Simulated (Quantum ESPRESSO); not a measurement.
## MnS under changes of volume

One of the cells (17.667 Å³/atom); the others are scaled copies at fixed shape and fractional positions:

```xyz
2
Lattice="0.0000 2.6045 2.6045 2.6045 0.0000 2.6045 2.6045 2.6045 0.0000" Properties=species:S:1:pos:R:3 pbc="T T T"
Mn    0.0000    0.0000    0.0000
S     2.6045    2.6045    2.6045
```

- Program: Quantum ESPRESSO 7.5
- Functional: PBEsol
- Potentials or basis: GBRV 1.5 PBEsol
- Cutoff: 612 eV
- Density cutoff: 4898 eV
- k mesh: 9 × 9 × 9
- Occupations: fermi-dirac, width 0.05 eV
- Spin: collinear spin, ferromagnetic start
- Starting moments: [4.0, 0.0] μB

| volume (Å³/atom) | energy over the lowest point (meV/atom) | pressure (GPa) | moment (μB per cell) |
| --- | --- | --- | --- |
| 16.607 | 0.00 | -4.6 | 4.53 |
| 16.961 | 10.49 | -5.4 | 4.60 |
| 17.314 | 22.86 | -6.3 | 4.65 |
| 17.667 | 37.39 | -7.2 | 4.70 |
| 18.021 | 53.86 | -8.0 | 4.74 |
| 18.374 | 72.02 | -8.8 | 4.78 |
| 18.727 | ? | ? | ? |

Q: What does the run at 18.727 Å³/atom give?

A: Energy over the lowest point 91.77 meV/atom; pressure -9.5 GPa; moment 4.82 μB per cell.

Worked out: A Birch-Murnaghan fit of order 3 (a polynomial in V^(-2/3)) to the other rows has no minimum within the range. It gives 91.97 meV/atom at 18.727 Å³/atom, against the run's 91.77, and -dE/dV = -9.4 GPa, against -9.5. A parabola through the other rows of the moment, of slope 0.0719 μB per Å³/atom there, extrapolates to 4.81 μB, against the run's 4.82.

Energies are extrapolated to zero smearing.

Caveats: a cell with one magnetic atom can't hold antiferromagnetic order, which such compounds often take.
